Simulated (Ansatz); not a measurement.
NaF: moving F off its site

NaF, Fm-3m, a = 4.647 Å (as given, not relaxed at this level: -0.5 GPa). Ansatz: PBEsol, PAW, 420 eV, Γ-centred 8×8×8 mesh on 2 atoms, Gaussian smearing 0.05 eV; no spin polarisation.

```xyz
2
Lattice="0.0000 2.3233 2.3233 2.3233 0.0000 2.3233 2.3233 2.3233 0.0000" Properties=species:S:1:pos:R:3 pbc="T T T"
Na    0.0000    0.0000    0.0000
F     2.3233    2.3233    2.3233
```

Atom 2 (F) moves by x along the unit vector (0.000, 0.000, 1.000), with its periodic images; all else is held. y is the free energy of the cell over the start, F the force along the path summed over the moved atoms. Symmetry makes y even in x.

| x (Å) | y (meV) | F (eV/Å) |
| --- | --- | --- |
| -0.200 | ? | ? |
| -0.100 | 10.71 | 0.22 |
| 0.000 | 0.00 | 0.00 |
| 0.025 | 0.65 | -0.05 |
| 0.050 | 2.61 | -0.11 |
| 0.075 | 5.94 | -0.16 |
| 0.125 | 17.03 | -0.29 |
| 0.150 | 25.06 | -0.36 |
| 0.175 | 34.98 | -0.44 |

Fit y = c2 x² + c4 x⁴ to the energies of the other rows, give the force constant, and predict energy and force of the missing row.

Least squares on the rows shown. y = 1035.9 x² + 3469.8 x⁴. The force constant is 2 c2 = 2.07 eV/Å² (for all images moving together, not for a lone atom). With two atoms in a cubic cell this is the optical mode at Γ without the LO field: ω = 521.5 √(2 c2/μ) = 233 cm⁻¹ for μ = 10.40 u. The force −dy/dx at the missing row is 0.53 eV/Å (computed 0.53). At x = -0.200 the fit asked for gives 46.99 meV. The run gave 47.01 meV, so the fit is 0.02 meV too low, a small miss on the scale of the series.